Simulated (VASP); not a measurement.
Here is a VASP 6.6.1 calculation.

The input INCAR:

```
SYSTEM = NaH
PREC = Accurate
ENCUT = 520
EDIFF = 1E-7
ISMEAR = -1
SIGMA = 0.05
LREAL = .False.
LASPH = .True.
NELM = 60
ALGO = Fast
ISIF = 2
LWAVE = .False.
LCHARG = .True.
GGA = PE
LELF = .True.
LVHAR = .True.
NBANDS = 16
```

Contents of KPOINTS:

```
Automatic mesh
0
Gamma
  4 4 4
  0 0 0
```

File POSCAR:

```
NaH
1.0
    4.0475220000     -0.1190680000      0.1116050000
    0.2939590000      4.1660930000     -0.0795600000
    1.2891850000      0.2341100000      3.9114130000
Na H
2 2
Direct
    0.1672626651      0.4089467177      0.3189636203
    0.5885733501      0.9196228952      0.7629052388
    0.7330473217      0.5213764658      0.0914853444
    0.5626857966      0.4079046362      0.5879083453
```

Potentials or basis: VASP PAW PBE potentials, release 64 (Na_pv, H).

The run is started by

```console
$ cat potpaw_PBE.64/Na_pv/POTCAR potpaw_PBE.64/H/POTCAR > POTCAR
$ mpirun -np 1 vasp_std > vasp.out
```

(1) What does it give for the pressure?

(2) What does it give for the band gap on the k mesh?

(3) Predict the largest force.

Results:

(1) 1.5 GPa.

(2) none (metal or under the smearing width).

(3) 1.004 eV/Å.

Caveat: the k mesh is coarse (spacing up to 0.41 Å⁻¹), so the values aren't converged.
